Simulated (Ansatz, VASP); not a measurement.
## One calculation of LiF, two programs

```xyz
2
Lattice="0.0000 2.2165 2.1446 2.2165 0.0000 2.1446 2.2165 2.2165 0.0000" Properties=species:S:1:pos:R:3 pbc="T T T"
Li    0.0000    0.0000    0.0000
F     1.1082    1.1082    1.0723
```

Change from the starting cell: biaxial_xy strain +3.4%.

Alike in both runs: task single point; functional r2SCAN; k mesh 10 × 10 × 10; no spin polarisation.

```csv
,VASP,Ansatz
version,VASP 6.6.1,Ansatz 0.2.0
potentials or method,"VASP PAW PBE potentials, release 64 (Li_sv, F)","plane waves, PAW"
plane-wave cutoff (eV),520,500
occupations,"gaussian, width 0.01 eV",fixed
valence electrons in the cell,10,10
```

```tsv
	VASP	Ansatz	Ansatz less VASP
gap on the k mesh at the Fermi level (eV)	8.36	8.26	-0.101
```

 A k mesh can miss the band edges.
